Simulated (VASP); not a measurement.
The system is ZrB2.

```
CELL_PARAMETERS angstrom
1.44284 0.83303 4.35776
-1.44284 0.83303 4.35776
0.00000 -1.66605 4.35776
ATOMIC_POSITIONS crystal
Zr 0.00000 0.00000 0.00000
B 0.75000 0.75000 0.75000
B 0.25000 0.25000 0.25000
```

The cell was built by a generator and needn't be a form met in nature.

```yaml
Program: VASP 6.6.1
Task: relaxation of cell and atoms
Functional: PBE
Potentials_or_basis: VASP PAW PBE potentials, release 64 (Zr_sv, B)
Cutoff: 600 eV
k_mesh: 9 × 9 × 9
Occupations: gaussian, width 0.1 eV
Spin: no spin polarisation
```

At the start: pressure 102.5 GPa; volume 10.48 Å³/atom.

Q: Where does the relaxation end?

A: Over 23 steps the energy falls by 3135.6 meV/atom and the volume is 11.97 Å³/atom (+14.3 %); space group R-3m (No. 166, to 0.05 Å).

The path:
```
step  energy change (eV)  largest force (eV/Å)  pressure (GPa)  volume (Å³)
   1              0.0000                7.2442          102.54        31.43
   2             -2.7140                0.2993          -26.00        72.08
   3             -5.4178                1.7373          -11.51        49.10
   4             -5.4344                1.8759           -9.41        48.14
   5             -5.4361                1.9698           -7.93        47.51
   6             -6.4463                3.0884           -8.04        44.19
   7             -5.6339                3.2605           42.62        33.46
   8             -6.8835                3.4205           -1.73        41.24
   9             -7.5281                2.2028            9.63        37.42
  10             -7.7249                0.3455            6.02        38.47
  11             -7.7678                0.5039            6.49        38.17
  12             -8.3129                0.1372           -3.33        39.97
  13             -8.6383                0.8979          -16.12        42.99
  14             -9.2152                0.5456          -12.82        39.64
  15             -9.2749                0.5077          -10.54        38.59
  16             -9.2827                0.4962           -9.53        38.20
  17             -9.3809                0.5916            0.46        35.88
  18             -9.3810                0.5928            0.90        35.79
  19             -9.3994                0.2890            1.02        35.68
  20             -9.4039                0.0399            1.14        35.59
  21             -9.4062                0.0130           -0.17        35.90
  22             -9.4063                0.0065           -0.49        35.97
  23             -9.4068                0.0245           -0.02        35.91
```

Final structure:
```
CELL_PARAMETERS angstrom
1.56182 0.90172 4.25033
-1.56182 0.90172 4.25033
0.00000 -1.80343 4.25033
ATOMIC_POSITIONS crystal
Zr 0.00000 0.00000 0.00000
B 0.81406 0.81406 0.81406
B 0.18594 0.18594 0.18594
```
